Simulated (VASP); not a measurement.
Here is a VASP 6.6.1 calculation.

INCAR

```
PREC = Accurate
ENCUT = 600
EDIFF = 1E-7
ISMEAR = -1
SIGMA = 0.05
LREAL = F
LASPH = T
NELM = 80
ALGO = Normal
ISIF = 3
LWAVE = F
LCHARG = F
GGA = PS
IBRION = 2
NSW = 40
EDIFFG = -0.01
PSTRESS = 0
```

Contents of KPOINTS:

```
Automatic mesh
0
Gamma
  8 8 8
```

File POSCAR:

```
Ca
1.0
   -2.2400000000      2.2400000000      2.2400000000
    2.2400000000     -2.2400000000      2.2400000000
    2.2400000000      2.2400000000     -2.2400000000
Ca
1
Direct
    0.0000000000      0.0000000000      0.0000000000
```

Potentials or basis: VASP PAW PBE potentials, release 64 (Ca_sv).

Command:

```console
$ cat potpaw_PBE.64/Ca_sv/POTCAR > POTCAR
$ mpirun -np 1 vasp_std > vasp.out
```

Problem. What does it give for the space group after relaxing (to 0.05 Å)?

Solution. Im-3m (No. 229).

Problem. Estimate the relaxed cell.

Solution. a = 3.746 Å, b = 3.746 Å, c = 3.746 Å, α = 109.47°, β = 109.47°, γ = 109.47°.

Final structure:
```cif
data_structure
_symmetry_space_group_name_H-M 'P 1'
_symmetry_Int_Tables_number 1
_cell_length_a 3.7459
_cell_length_b 3.7459
_cell_length_c 3.7459
_cell_angle_alpha 109.471
_cell_angle_beta 109.471
_cell_angle_gamma 109.471
_cell_volume 40.46
loop_
_atom_site_label
_atom_site_type_symbol
_atom_site_fract_x
_atom_site_fract_y
_atom_site_fract_z
_atom_site_occupancy
Ca1 Ca 0.00000 0.00000 0.00000 1
```
